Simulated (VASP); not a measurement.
Runs of VASP 6.6.1 on KTaO3. It takes space group Pm-3m (No. 221, cubic). The conventional cell has a = 3.988 Å, b = 3.988 Å, c = 3.988 Å, α = 90.00°, β = 90.00°, γ = 90.00°. Around Ta (site symmetry m-3m) lie 6 O at 1.99 Å. Around K (site symmetry m-3m) lie 12 O at 2.82 Å. O (site symmetry 4/mmm) is surrounded by 2 Ta at 1.99 Å. 

```tsv
level	exchange at q = 0	share of exact exchange	screening parameter	gap on the mesh (eV)	pressure (GPa)
PBE0	truncated	-	-	(a)	-0.1
r2SCAN-EpsX	truncated	0.1846	-	4.03	-1.8
HSE03	-	-	-	3.24	0.3
HSE06	-	-	0.2 1/A	(c)	(b)
```

Alike in all rows: task band structure; potentials or basis VASP PAW PBE potentials, release 64 (Ta_pv, K_sv, O); no spin polarisation; cell as given; k mesh 4 × 4 × 4; cutoff (eV) 520; smearing gaussian 0.02 eV.

Q: Fill in the values left out.

A: (a) 4.23; (b) 0.0; (c) 3.51.

Caveats: the PAW data sets were made with another functional, which shifts forces and pressure a little; spin-orbit coupling is left out, which moves the levels of the heavy elements.

A k mesh can miss the band edges, and the runs leave out spin-orbit coupling on Ta.
